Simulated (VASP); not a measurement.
# As2Pt (Sperrylite): what each functional gives, and what it costs

Wanted: bands and gap of As2Pt (Sperrylite) from one functional after another. The levels: LDA, PBEsol, PBE, TB-mBJ, AM05, HSE06, PBE + SOC and TB-mBJ + SOC. The start is a cell from a database of measured crystal structures.

Calculated with VASP 6.6.1; LDA; plane waves and PAW (As, Pt), in the first sound run; inputs show where later runs differ.

This is a report of a sequence of runs, with most program output left out.

## 1. Starting point

It takes space group Pa-3 (No. 205, cubic). The conventional cell has a = 5.966 Å, b = 5.966 Å, c = 5.966 Å, α = 90.00°, β = 90.00°, γ = 90.00°. Nearest to As lie 1 As at 2.42 Å and 3 Pt at 2.49 Å. Pt has 6 As at 2.49 Å nearest. Farther neighbours are not listed.

Structure file:

```
As Pt
1.0
     5.96650    0.00000    0.00000
     0.00000    5.96650    0.00000
     0.00000    0.00000    5.96650
As Pt
8 4
Direct
  0.38300 0.38300 0.38300
  0.11700 0.61700 0.88300
  0.88300 0.11700 0.61700
  0.61700 0.88300 0.11700
  0.61700 0.61700 0.61700
  0.88300 0.38300 0.11700
  0.11700 0.88300 0.38300
  0.38300 0.11700 0.88300
  0.00000 0.00000 0.00000
  0.50000 0.00000 0.50000
  0.50000 0.50000 0.00000
  0.00000 0.50000 0.50000
```

## 2. Bands with LDA, k 3×3×3

The mesh alone shows little of the dispersion and can miss band extrema, so KPOINTS_OPT adds a path through the symmetry points after the self-consistent cycle. LDA, the lowest rung, knows the local density alone.

The input, INCAR:

```
SYSTEM = As2Pt
PREC = Accurate
ENCUT = 400
EDIFF = 1E-06
NELM = 100
ISMEAR = 0
SIGMA = 0.02
LREAL = .FALSE.
ALGO = Normal
GGA = CA
NBANDS = 68
LASPH = .TRUE.
LORBIT = 11
LWAVE = .FALSE.
LCHARG = .FALSE.
KPAR = 2
NCORE = 4
```

The input, POSCAR:

```
As2Pt
1.0
    5.9665000000      0.0000000000      0.0000000000
    0.0000000000      5.9665000000      0.0000000000
    0.0000000000      0.0000000000      5.9665000000
As Pt
8 4
Direct
    0.3830000000      0.3830000000      0.3830000000
    0.1170000000      0.6170000000      0.8830000000
    0.8830000000      0.1170000000      0.6170000000
    0.6170000000      0.8830000000      0.1170000000
    0.6170000000      0.6170000000      0.6170000000
    0.8830000000      0.3830000000      0.1170000000
    0.1170000000      0.8830000000      0.3830000000
    0.3830000000      0.1170000000      0.8830000000
    0.0000000000      0.0000000000      0.0000000000
    0.5000000000      0.0000000000      0.5000000000
    0.5000000000      0.5000000000      0.0000000000
    0.0000000000      0.5000000000      0.5000000000
```

The input, KPOINTS:

```
Automatic mesh
0
Gamma
3 3 3
0 0 0
```

The input, KPOINTS_OPT:

```
Line mode
12
Line-mode
Reciprocal
  0.00000000   0.00000000   0.00000000 GAMMA
  0.00000000   0.50000000   0.00000000 X

  0.00000000   0.50000000   0.00000000 X
  0.50000000   0.50000000   0.00000000 M

  0.50000000   0.50000000   0.00000000 M
  0.00000000   0.00000000   0.00000000 GAMMA

  0.00000000   0.00000000   0.00000000 GAMMA
  0.50000000   0.50000000   0.50000000 R

  0.50000000   0.50000000   0.50000000 R
  0.00000000   0.50000000   0.00000000 X

  0.50000000   0.50000000   0.00000000 M
  0.50000000   0.50000000   0.50000000 R
```

The projector-augmented-wave data sets are As and Pt (PBE family, release 64).

On the command line:

```bash
$ mpirun -np 8 vasp_std
```

Run time: 52 s. Hardware: 8 MPI ranks of Intel Xeon Platinum 8488C (Sapphire Rapids), shared host; peak memory 1.3 GiB; 6.8 min of CPU time.

Spin-orbit coupling is off here; with elements this heavy it splits and shifts levels by tenths of an eV or more. The PAW data sets were made with PBE, though LDA sets exist; this is a small mismatch.

This step gave:

| Property | Result |
| --- | --- |
| SCF cycles | 13 |
| electrons | 80 |
| bands | 68 |
| irreducible k-points | 4 |
| symmetry operations | 24 |
| free energy (TOTEN) | -79.9802 eV |
| Fermi energy | 7.441 eV |
| pressure | -0.7038 GPa |
| metallic | no |
| least gap on mesh and path | 0.2223 eV |
| least direct gap on mesh and path | 1.006 eV |
| valence top at k | 0.3636, 0.3636, 0 |
| conduction bottom at k | 0.5, 0.5, 0.5 |
| least direct gap at k | 0, 0.2273, 0 |

Electronic bands along the path, in eV, zero at the valence-band top; v1 is the highest filled band, c1 the lowest empty one:

| point | v4 | v3 | v2 | v1 | c1 | c2 | c3 | c4 |
| --- | --- | --- | --- | --- | --- | --- | --- | --- |
| Γ | -2.53 | -1.03 | -1.03 | -1.03 | 0.62 | 0.62 | 0.62 | 1.51 |
| 0.45 of the way | -1.83 | -1.21 | -1.02 | -0.28 | 0.73 | 0.74 | 0.78 | 1.86 |
| X | -1.29 | -1.29 | -0.88 | -0.88 | 1.44 | 1.44 | 1.61 | 1.61 |
| 0.55 of the way | -1.02 | -1.02 | -0.62 | -0.62 | 1.34 | 1.34 | 1.53 | 1.53 |
| M | -0.63 | -0.63 | -0.63 | -0.63 | 1.93 | 1.93 | 1.93 | 1.93 |
| 0.55 of the way | -1.84 | -1.20 | -0.79 | -0.43 | 0.76 | 0.98 | 1.20 | 2.16 |
| Γ | -2.53 | -1.03 | -1.03 | -1.03 | 0.62 | 0.62 | 0.62 | 1.51 |
| 0.45 of the way | -1.81 | -1.11 | -0.71 | -0.71 | 0.88 | 1.50 | 1.50 | 2.16 |
| R | -0.79 | -0.79 | -0.79 | -0.79 | 0.22 | 0.22 | 0.22 | 0.22 |
| 0.45 of the way | -1.38 | -1.38 | -0.74 | -0.74 | 1.16 | 1.16 | 1.92 | 1.92 |
| X | -1.29 | -1.29 | -0.88 | -0.88 | 1.44 | 1.44 | 1.61 | 1.61 |
| jump to M | -0.63 | -0.63 | -0.63 | -0.63 | 1.93 | 1.93 | 1.93 | 1.93 |
| 0.45 of the way | -0.75 | -0.75 | -0.75 | -0.75 | 1.24 | 1.24 | 1.24 | 1.24 |
| R | -0.79 | -0.79 | -0.79 | -0.79 | 0.22 | 0.22 | 0.22 | 0.22 |

Of the projections kept (As, Pt), the largest for each band there; the rest of the weight can lie on other orbitals:

| point | v4 | v3 | v2 | v1 | c1 | c2 | c3 | c4 |
| --- | --- | --- | --- | --- | --- | --- | --- | --- |
| Γ | Pt 0.83 | As 0.77 | As 0.77 | As 0.77 | Pt 0.68 | Pt 0.68 | Pt 0.68 | As 0.98 |
| X | Pt 0.58 | Pt 0.58 | As 0.66 | As 0.66 | Pt 0.60 | Pt 0.60 | As 0.57 | As 0.57 |
| M | As 0.51 | As 0.51 | As 0.51 | As 0.51 | As 0.52 | As 0.52 | As 0.52 | As 0.52 |
| Γ | Pt 0.83 | As 0.77 | As 0.77 | As 0.77 | Pt 0.68 | Pt 0.68 | Pt 0.68 | As 0.98 |
| R | As 0.71 | As 0.71 | As 0.71 | As 0.71 | Pt 0.69 | Pt 0.69 | Pt 0.69 | Pt 0.69 |
| X | Pt 0.58 | Pt 0.58 | As 0.66 | As 0.66 | Pt 0.60 | Pt 0.60 | As 0.57 | As 0.57 |

The gap is 0.22 eV, indirect.

## 3. Bands with PBEsol, k 3×3×3

This step: PBEsol; plane waves and PAW (As, Pt) (VASP 6.6.1).

PBEsol restores the gradient expansion of exchange and is tuned for the cells of solids.

INCAR: that of step 2 with these lines changed.

```diff
@@ -9,3 +9,3 @@
 ALGO = Normal
-GGA = CA
+GGA = PS
 NBANDS = 68
```

POSCAR is that of step 2.

KPOINTS is that of step 2.

KPOINTS_OPT is that of step 2.

On the command line:

```bash
$ mpirun -np 8 vasp_std
```

It took 45 s on 8 MPI ranks; peak memory 1.4 GiB; 5.8 min of CPU time.

The PAW data sets were made with PBE, which is usual practice but a small mismatch for other functionals.

This step gave:

```yaml
free_energy_toten: -75.2133 eV
fermi_energy: 7.554 eV
pressure: 1.336 GPa
least_gap_on_mesh_and_path: 0.2451 eV
least_direct_gap_on_mesh_and_path: 1.009 eV
```

Electronic bands along the path, in eV, zero at the valence-band top; v1 is the highest filled band, c1 the lowest empty one:

| point | v4 | v3 | v2 | v1 | c1 | c2 | c3 | c4 |
| --- | --- | --- | --- | --- | --- | --- | --- | --- |
| Γ | -2.53 | -1.03 | -1.03 | -1.03 | 0.63 | 0.63 | 0.63 | 1.51 |
| 0.45 of the way | -1.83 | -1.21 | -1.02 | -0.28 | 0.73 | 0.75 | 0.78 | 1.86 |
| X | -1.30 | -1.30 | -0.88 | -0.88 | 1.43 | 1.43 | 1.62 | 1.62 |
| 0.55 of the way | -1.02 | -1.02 | -0.62 | -0.62 | 1.35 | 1.35 | 1.53 | 1.53 |
| M | -0.64 | -0.64 | -0.64 | -0.64 | 1.94 | 1.94 | 1.94 | 1.94 |
| 0.55 of the way | -1.85 | -1.21 | -0.79 | -0.43 | 0.77 | 0.98 | 1.20 | 2.16 |
| Γ | -2.53 | -1.03 | -1.03 | -1.03 | 0.63 | 0.63 | 0.63 | 1.51 |
| 0.45 of the way | -1.82 | -1.11 | -0.72 | -0.72 | 0.89 | 1.51 | 1.51 | 2.16 |
| R | -0.79 | -0.79 | -0.79 | -0.79 | 0.25 | 0.25 | 0.25 | 0.25 |
| 0.45 of the way | -1.38 | -1.38 | -0.74 | -0.74 | 1.17 | 1.17 | 1.93 | 1.93 |
| X | -1.30 | -1.30 | -0.88 | -0.88 | 1.43 | 1.43 | 1.62 | 1.62 |
| jump to M | -0.64 | -0.64 | -0.64 | -0.64 | 1.94 | 1.94 | 1.94 | 1.94 |
| 0.45 of the way | -0.76 | -0.76 | -0.76 | -0.76 | 1.25 | 1.25 | 1.25 | 1.25 |
| R | -0.79 | -0.79 | -0.79 | -0.79 | 0.25 | 0.25 | 0.25 | 0.25 |

Of the projections kept (As, Pt), the largest for each band there; the rest of the weight can lie on other orbitals:

| point | v4 | v3 | v2 | v1 | c1 | c2 | c3 | c4 |
| --- | --- | --- | --- | --- | --- | --- | --- | --- |
| Γ | Pt 0.83 | As 0.76 | As 0.77 | As 0.77 | Pt 0.68 | Pt 0.68 | Pt 0.68 | As 0.98 |
| X | Pt 0.59 | Pt 0.59 | As 0.66 | As 0.66 | Pt 0.61 | Pt 0.61 | As 0.57 | As 0.57 |
| M | As 0.50 | As 0.50 | As 0.50 | As 0.50 | As 0.51 | As 0.51 | As 0.52 | As 0.51 |
| Γ | Pt 0.83 | As 0.77 | As 0.77 | As 0.76 | Pt 0.68 | Pt 0.68 | Pt 0.68 | As 0.98 |
| R | As 0.70 | As 0.70 | As 0.70 | As 0.70 | Pt 0.69 | Pt 0.69 | Pt 0.69 | Pt 0.69 |
| X | Pt 0.59 | Pt 0.59 | As 0.66 | As 0.66 | Pt 0.61 | Pt 0.61 | As 0.57 | As 0.57 |

The gap is 0.25 eV, indirect. Against LDA that is +0.02 eV; the cost is about the same.

## 4. Bands with PBE, k 3×3×3

This step: PBE; plane waves and PAW (As, Pt) (VASP 6.6.1).

PBE, the usual starting point, adds the gradient of the density.

INCAR: that of step 3 with these lines changed.

```diff
@@ -9,3 +9,3 @@
 ALGO = Normal
-GGA = PS
+GGA = PE
 NBANDS = 68
```

POSCAR is that of step 3.

KPOINTS is that of step 3.

KPOINTS_OPT is that of step 3.

On the command line:

```bash
$ mpirun -np 8 vasp_std
```

The job ended after 49 s (8 MPI ranks; peak memory 1.4 GiB).

At this level the cell is under a pressure of 7.1 GPa, so at these settings it is away from equilibrium.

The electronic bands at the labelled points (eV, zero at the valence-band top; v1 is the highest filled band, c1 the lowest empty one):

| point | v4 | v3 | v2 | v1 | c1 | c2 | c3 | c4 |
| --- | --- | --- | --- | --- | --- | --- | --- | --- |
| Γ | -2.53 | -1.02 | -1.02 | -1.02 | 0.63 | 0.63 | 0.63 | 1.55 |
| 0.45 of the way | -1.84 | -1.20 | -1.02 | -0.28 | 0.74 | 0.76 | 0.79 | 1.89 |
| X | -1.30 | -1.30 | -0.89 | -0.89 | 1.45 | 1.45 | 1.63 | 1.63 |
| 0.55 of the way | -1.02 | -1.02 | -0.62 | -0.62 | 1.37 | 1.37 | 1.55 | 1.55 |
| M | -0.63 | -0.63 | -0.63 | -0.63 | 1.95 | 1.95 | 1.95 | 1.95 |
| 0.55 of the way | -1.85 | -1.21 | -0.79 | -0.42 | 0.78 | 0.99 | 1.22 | 2.19 |
| Γ | -2.53 | -1.02 | -1.02 | -1.02 | 0.63 | 0.63 | 0.63 | 1.55 |
| 0.45 of the way | -1.82 | -1.12 | -0.72 | -0.72 | 0.90 | 1.52 | 1.52 | 2.19 |
| R | -0.78 | -0.78 | -0.78 | -0.78 | 0.26 | 0.26 | 0.26 | 0.26 |
| 0.45 of the way | -1.38 | -1.38 | -0.74 | -0.74 | 1.18 | 1.18 | 1.94 | 1.94 |
| X | -1.30 | -1.30 | -0.89 | -0.89 | 1.45 | 1.45 | 1.63 | 1.63 |
| jump to M | -0.63 | -0.63 | -0.63 | -0.63 | 1.95 | 1.95 | 1.95 | 1.95 |
| 0.45 of the way | -0.75 | -0.75 | -0.75 | -0.75 | 1.26 | 1.26 | 1.26 | 1.26 |
| R | -0.78 | -0.78 | -0.78 | -0.78 | 0.26 | 0.26 | 0.26 | 0.26 |

Of the projections kept (As, Pt), the largest for each band there; the rest of the weight can lie on other orbitals:

| point | v4 | v3 | v2 | v1 | c1 | c2 | c3 | c4 |
| --- | --- | --- | --- | --- | --- | --- | --- | --- |
| Γ | Pt 0.83 | As 0.76 | As 0.76 | As 0.76 | Pt 0.68 | Pt 0.68 | Pt 0.68 | As 0.98 |
| X | Pt 0.58 | Pt 0.58 | As 0.66 | As 0.66 | Pt 0.60 | Pt 0.60 | As 0.57 | As 0.57 |
| M | As 0.50 | As 0.50 | As 0.51 | As 0.50 | As 0.51 | As 0.51 | As 0.51 | As 0.51 |
| Γ | Pt 0.83 | As 0.76 | As 0.76 | As 0.76 | Pt 0.68 | Pt 0.68 | Pt 0.68 | As 0.98 |
| R | As 0.70 | As 0.70 | As 0.70 | As 0.70 | Pt 0.69 | Pt 0.69 | Pt 0.69 | Pt 0.69 |
| X | Pt 0.58 | Pt 0.58 | As 0.66 | As 0.66 | Pt 0.60 | Pt 0.60 | As 0.57 | As 0.57 |

The gap is 0.26 eV, indirect. Against LDA that is +0.03 eV; the cost is about the same.

## 5. Bands with TB-mBJ, k 3×3×3

This step: TB-mBJ; plane waves and PAW (As, Pt) (VASP 6.6.1).

TB-mBJ is a local potential fitted to gaps: it costs far less than a hybrid but gives no energy.

INCAR: that of step 4 with these lines changed.

```diff
@@ -4,3 +4,3 @@
 EDIFF = 1E-06
-NELM = 100
+NELM = 150
 ISMEAR = 0
@@ -9,5 +9,5 @@
 ALGO = Normal
-GGA = PE
+METAGGA = MBJ
+LASPH = .TRUE.
 NBANDS = 68
-LASPH = .TRUE.
 LORBIT = 11
```

POSCAR is that of step 4.

KPOINTS is that of step 4.

KPOINTS_OPT is that of step 4.

On the command line:

```bash
$ mpirun -np 8 vasp_std
```

It took 86 s on 8 MPI ranks; peak memory 1.5 GiB; 11 min of CPU time.

This functional is a potential without an energy, so its energies, forces and stress mean nothing and are not read.

The electronic bands at the labelled points (eV, zero at the valence-band top; v1 is the highest filled band, c1 the lowest empty one):

| point | v4 | v3 | v2 | v1 | c1 | c2 | c3 | c4 |
| --- | --- | --- | --- | --- | --- | --- | --- | --- |
| Γ | -2.61 | -0.95 | -0.95 | -0.95 | 0.78 | 0.78 | 0.78 | 1.89 |
| 0.45 of the way | -1.90 | -1.15 | -1.02 | -0.30 | 0.92 | 0.93 | 0.95 | 2.18 |
| X | -1.31 | -1.31 | -0.96 | -0.96 | 1.63 | 1.63 | 1.81 | 1.81 |
| 0.55 of the way | -1.04 | -1.04 | -0.60 | -0.60 | 1.58 | 1.58 | 1.76 | 1.76 |
| M | -0.62 | -0.62 | -0.62 | -0.62 | 2.12 | 2.12 | 2.12 | 2.12 |
| 0.55 of the way | -1.89 | -1.21 | -0.82 | -0.38 | 0.97 | 1.15 | 1.40 | 2.44 |
| Γ | -2.61 | -0.95 | -0.95 | -0.95 | 0.78 | 0.78 | 0.78 | 1.89 |
| 0.45 of the way | -1.88 | -1.13 | -0.69 | -0.69 | 1.05 | 1.70 | 1.70 | 2.42 |
| R | -0.74 | -0.74 | -0.74 | -0.74 | 0.47 | 0.47 | 0.47 | 0.47 |
| 0.45 of the way | -1.36 | -1.36 | -0.72 | -0.72 | 1.36 | 1.36 | 2.13 | 2.13 |
| X | -1.31 | -1.31 | -0.96 | -0.96 | 1.63 | 1.63 | 1.81 | 1.81 |
| jump to M | -0.62 | -0.62 | -0.62 | -0.62 | 2.12 | 2.12 | 2.12 | 2.12 |
| 0.45 of the way | -0.73 | -0.73 | -0.73 | -0.73 | 1.45 | 1.45 | 1.45 | 1.45 |
| R | -0.74 | -0.74 | -0.74 | -0.74 | 0.47 | 0.47 | 0.47 | 0.47 |

Of the projections kept (As, Pt), the largest for each band there; the rest of the weight can lie on other orbitals:

| point | v4 | v3 | v2 | v1 | c1 | c2 | c3 | c4 |
| --- | --- | --- | --- | --- | --- | --- | --- | --- |
| Γ | Pt 0.83 | As 0.77 | As 0.77 | As 0.77 | Pt 0.67 | Pt 0.67 | Pt 0.67 | As 0.98 |
| X | Pt 0.55 | Pt 0.55 | As 0.68 | As 0.68 | Pt 0.59 | Pt 0.59 | As 0.57 | As 0.57 |
| M | As 0.53 | As 0.53 | As 0.53 | As 0.53 | As 0.52 | As 0.52 | As 0.52 | As 0.52 |
| Γ | Pt 0.83 | As 0.77 | As 0.77 | As 0.77 | Pt 0.67 | Pt 0.67 | Pt 0.67 | As 0.98 |
| R | As 0.71 | As 0.71 | As 0.71 | As 0.71 | Pt 0.67 | Pt 0.67 | Pt 0.67 | Pt 0.67 |
| X | Pt 0.55 | Pt 0.55 | As 0.68 | As 0.68 | Pt 0.60 | Pt 0.60 | As 0.57 | As 0.57 |

The gap is 0.47 eV, indirect. Against LDA that is +0.25 eV; this run took 1.7 times the core time.

## 6. Bands with AM05, k 3×3×3

This step: AM05; plane waves and PAW (As, Pt) (VASP 6.6.1).

AM05 is built from the electron gas and the surface model, and does well on lattice constants.

The input, INCAR:

```
SYSTEM = As2Pt
PREC = Accurate
ENCUT = 400
EDIFF = 1E-06
NELM = 100
ISMEAR = 0
SIGMA = 0.02
LREAL = .FALSE.
ALGO = Normal
GGA = AM
NBANDS = 68
LASPH = .TRUE.
LORBIT = 11
LWAVE = .FALSE.
LCHARG = .FALSE.
KPAR = 2
NCORE = 4
```

POSCAR is that of step 5.

KPOINTS is that of step 5.

KPOINTS_OPT is that of step 5.

On the command line:

```bash
$ mpirun -np 8 vasp_std
```

Run time: 58 s. Hardware: 8 MPI ranks; peak memory 1.4 GiB; 7.5 min of CPU time.

The electronic bands at the labelled points (eV, zero at the valence-band top; v1 is the highest filled band, c1 the lowest empty one):

| point | v4 | v3 | v2 | v1 | c1 | c2 | c3 | c4 |
| --- | --- | --- | --- | --- | --- | --- | --- | --- |
| Γ | -2.54 | -1.03 | -1.03 | -1.03 | 0.62 | 0.62 | 0.62 | 1.52 |
| 0.45 of the way | -1.84 | -1.21 | -1.03 | -0.28 | 0.73 | 0.75 | 0.78 | 1.87 |
| X | -1.30 | -1.30 | -0.88 | -0.88 | 1.43 | 1.43 | 1.62 | 1.62 |
| 0.55 of the way | -1.02 | -1.02 | -0.62 | -0.62 | 1.35 | 1.35 | 1.54 | 1.54 |
| M | -0.64 | -0.64 | -0.64 | -0.64 | 1.94 | 1.94 | 1.94 | 1.94 |
| 0.55 of the way | -1.85 | -1.22 | -0.79 | -0.43 | 0.77 | 0.98 | 1.20 | 2.17 |
| Γ | -2.54 | -1.03 | -1.03 | -1.03 | 0.62 | 0.62 | 0.62 | 1.52 |
| 0.45 of the way | -1.82 | -1.11 | -0.72 | -0.72 | 0.89 | 1.51 | 1.51 | 2.17 |
| R | -0.79 | -0.79 | -0.79 | -0.79 | 0.24 | 0.24 | 0.24 | 0.24 |
| 0.45 of the way | -1.38 | -1.38 | -0.74 | -0.74 | 1.17 | 1.17 | 1.93 | 1.93 |
| X | -1.30 | -1.30 | -0.88 | -0.88 | 1.43 | 1.43 | 1.62 | 1.62 |
| jump to M | -0.64 | -0.64 | -0.64 | -0.64 | 1.94 | 1.94 | 1.94 | 1.94 |
| 0.45 of the way | -0.76 | -0.76 | -0.76 | -0.76 | 1.25 | 1.25 | 1.25 | 1.25 |
| R | -0.79 | -0.79 | -0.79 | -0.79 | 0.24 | 0.24 | 0.24 | 0.24 |

Of the projections kept (As, Pt), the largest for each band there; the rest of the weight can lie on other orbitals:

| point | v4 | v3 | v2 | v1 | c1 | c2 | c3 | c4 |
| --- | --- | --- | --- | --- | --- | --- | --- | --- |
| Γ | Pt 0.83 | As 0.76 | As 0.76 | As 0.76 | Pt 0.68 | Pt 0.68 | Pt 0.68 | As 0.98 |
| X | Pt 0.59 | Pt 0.59 | As 0.66 | As 0.66 | Pt 0.61 | Pt 0.61 | As 0.57 | As 0.57 |
| M | As 0.50 | As 0.50 | As 0.50 | As 0.50 | As 0.51 | As 0.51 | As 0.51 | As 0.51 |
| Γ | Pt 0.83 | As 0.76 | As 0.76 | As 0.76 | Pt 0.68 | Pt 0.68 | Pt 0.68 | As 0.98 |
| R | As 0.70 | As 0.70 | As 0.70 | As 0.70 | Pt 0.69 | Pt 0.69 | Pt 0.69 | Pt 0.69 |
| X | Pt 0.59 | Pt 0.59 | As 0.66 | As 0.66 | Pt 0.60 | Pt 0.60 | As 0.57 | As 0.57 |

The gap is 0.24 eV, indirect. Against LDA that is +0.02 eV; the cost is about the same.

## 7. Starting orbitals for the hybrid

This step: PBE; plane waves and PAW (As, Pt) (VASP 6.6.1).

A hybrid converges badly from random orbitals, so a cheap semilocal run writes a WAVECAR on the same mesh first.

The input, INCAR:

```
SYSTEM = As2Pt
PREC = Accurate
ENCUT = 400
EDIFF = 1E-05
NELM = 100
ISMEAR = 0
SIGMA = 0.02
LREAL = .FALSE.
ALGO = Normal
GGA = PE
NBANDS = 52
LASPH = .TRUE.
LORBIT = 11
LWAVE = .TRUE.
LCHARG = .FALSE.
KPAR = 2
NCORE = 4
```

POSCAR is that of step 6.

KPOINTS is that of step 6.

On the command line:

```bash
$ mpirun -np 8 vasp_std
```

The job ended after 7.2 s (8 MPI ranks; peak memory 1.2 GiB; 52 s of CPU time).

The gap is read on the k-mesh alone, so it is an upper bound where the band edges lie off the mesh.

A gap read on the k-mesh alone can miss the band edges.

This step gave:

```
SCF cycles                     : 12
bands                          : 52
free energy (TOTEN)            : -67.6652 eV
Fermi energy                   : 7.743 eV
pressure                       : 7.063 GPa
valence top at k               : 0.3333, 0.3333, 0
conduction bottom at k         : 0, 0, 0
least direct gap at k          : 0.3333, 0.3333, 0
gap on the k-mesh              : 0.6725 eV
least direct gap on the k-mesh : 1.170 eV
```

## 8. Bands with HSE06, k 3×3×3

This step: HSE06; plane waves and PAW (As, Pt) (VASP 6.6.1).

HSE06 mixes in a quarter of exact exchange at short range, at far higher cost; in semiconductors this cures much of the gap error, while metals seldom gain.

The input, INCAR:

```
SYSTEM = As2Pt
PREC = Accurate
ENCUT = 400
EDIFF = 1E-06
NELM = 100
ISMEAR = 0
SIGMA = 0.02
LREAL = .FALSE.
ALGO = Normal
LHFCALC = .TRUE.
AEXX = 0.25
GGA = PE
HFSCREEN = 0.2
LASPH = .TRUE.
NBANDS = 52
PRECFOCK = Fast
LORBIT = 11
LWAVE = .FALSE.
LCHARG = .FALSE.
KPAR = 2
```

POSCAR is that of step 7.

KPOINTS is that of step 7.

KPOINTS_OPT: that of step 6 with these lines changed.

```diff
@@ -1,3 +1,3 @@
 Line mode
-12
+6
 Line-mode
```

The run starts from files that an earlier step left in the folder.

On the command line:

```bash
$ mpirun -np 8 vasp_std
```

Wall time 38 min (8 MPI ranks); peak memory 2.8 GiB; 5 h of CPU time.

Electronic bands along the path, in eV, zero at the valence-band top; v1 is the highest filled band, c1 the lowest empty one:

| point | v4 | v3 | v2 | v1 | c1 | c2 | c3 | c4 |
| --- | --- | --- | --- | --- | --- | --- | --- | --- |
| Γ | -2.85 | -1.02 | -1.02 | -1.02 | 1.04 | 1.04 | 1.04 | 2.23 |
| 0.60 of the way | -1.68 | -1.48 | -1.12 | -0.24 | 1.38 | 1.41 | 1.43 | 2.73 |
| X | -1.45 | -1.45 | -0.98 | -0.98 | 1.94 | 1.94 | 2.23 | 2.23 |
| 0.60 of the way | -1.10 | -1.10 | -0.52 | -0.52 | 1.92 | 1.92 | 2.18 | 2.18 |
| M | -0.68 | -0.68 | -0.68 | -0.68 | 2.55 | 2.55 | 2.55 | 2.55 |
| 0.60 of the way | -2.18 | -1.32 | -0.78 | -0.50 | 1.20 | 1.39 | 1.60 | 2.71 |
| Γ | -2.85 | -1.02 | -1.02 | -1.02 | 1.04 | 1.04 | 1.04 | 2.23 |
| 0.60 of the way | -2.00 | -1.26 | -0.75 | -0.75 | 1.32 | 2.57 | 2.57 | 2.66 |
| R | -0.81 | -0.81 | -0.81 | -0.81 | 0.76 | 0.76 | 0.76 | 0.76 |
| 0.40 of the way | -1.44 | -1.44 | -0.79 | -0.79 | 1.61 | 1.61 | 2.33 | 2.33 |
| X | -1.45 | -1.45 | -0.98 | -0.98 | 1.94 | 1.94 | 2.23 | 2.23 |
| jump to M | -0.68 | -0.68 | -0.68 | -0.68 | 2.55 | 2.55 | 2.55 | 2.55 |
| 0.40 of the way | -0.77 | -0.77 | -0.77 | -0.77 | 1.92 | 1.92 | 1.92 | 1.92 |
| R | -0.81 | -0.81 | -0.81 | -0.81 | 0.76 | 0.76 | 0.76 | 0.76 |

Of the projections kept (As, Pt), the largest for each band there; the rest of the weight can lie on other orbitals:

| point | v4 | v3 | v2 | v1 | c1 | c2 | c3 | c4 |
| --- | --- | --- | --- | --- | --- | --- | --- | --- |
| Γ | As 0.67 | As 0.76 | As 0.76 | As 0.76 | Pt 0.68 | Pt 0.68 | Pt 0.68 | As 0.98 |
| X | Pt 0.55 | Pt 0.55 | As 0.69 | As 0.69 | Pt 0.60 | Pt 0.60 | As 0.57 | As 0.57 |
| M | As 0.53 | As 0.53 | As 0.53 | As 0.53 | As 0.51 | As 0.51 | As 0.51 | As 0.51 |
| Γ | As 0.67 | As 0.76 | As 0.76 | As 0.76 | Pt 0.68 | Pt 0.68 | Pt 0.68 | As 0.98 |
| R | As 0.70 | As 0.70 | As 0.70 | As 0.70 | Pt 0.67 | Pt 0.67 | Pt 0.67 | Pt 0.67 |
| X | Pt 0.55 | Pt 0.55 | As 0.69 | As 0.69 | Pt 0.60 | Pt 0.60 | As 0.57 | As 0.57 |

The gap is 0.76 eV, indirect. Against LDA that is +0.54 eV; this run took 44 times the core time, on fewer points of the path.

(Part 1 of 2 ends here.)

[Lines on the potential files, build, host, timing and source positions are cut from VASP's logs without a mark.]

[Logs are printed without paths, hosts, clocks, repeated set-up lines and the standing remarks that a program may print on its own settings, such as how far it seeks lower states.]

[Hosts, paths, dates, database ids (printed as entryN), source tags and the programs' standing remarks are cut or masked in the printed files.]

[A measured line is paired with the nearest computed mode of its activity, which favours agreement.]

[In band tables of VASP the shares of atoms and orbitals are scaled to a sum of 1 inside the atoms' spheres.]
